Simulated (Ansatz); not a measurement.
**Calculated ⁶⁵Cu nuclear quadrupole resonance for Cu2O at a changed volume**

Cell: an entry of the Crystallography Open Database (COD), relaxed with PBE at fixed cell and then changed (volume scaled by 0.94, ions relaxed).

Space group Pn-3m:1 (No. 224); a = 4.1814 Å.

```
site  Wyckoff  site symmetry       x       y       z
  Cu       4b           .-3m  0.2500  0.2500  0.2500
   O       2a           -43m  0.0000  0.0000  0.0000
```

One atom of each set is listed.

The numbers come from a DFT calculation in Ansatz (PBE, plane waves and PAW, scalar-relativistic, 420 eV cutoff, Γ-centred 7×7×7 k-points, Fermi–Dirac smearing 0.02 eV).

⁶⁵Cu: I = 3/2, Q = -204.0 mb (year-2017 value). Static lattice, zero field.

(1) At which frequencies do the ⁶⁵Cu NQR lines lie?

(2) And for Cu-63 (I = 3/2, Q = -220.0 mb) on Cu?

Results:

(1) For I = 3/2 there is one line, ν = (|C_Q|/2)(1 + η²/3)^½.

| site | atoms | V_zz (10²¹ V/m²) | C_Q (MHz) | η | line frequencies (MHz) |
| --- | --- | --- | --- | --- | --- |
| Cu | 4 | -6.39 | 31.5 | 0.00 | 15.8 |

(2) C_Q scales with Q to 34.0 MHz, with lines at 17.0 MHz.

An axis of threefold or higher order runs through Cu, so V_zz lies along it and η is zero.

Semilocal functionals underestimate gradients at Cu(I) with two or three neighbours, in Cu₂O by a fifth to nearly a half. At this changed cell the PBE pressure is 11 GPa.
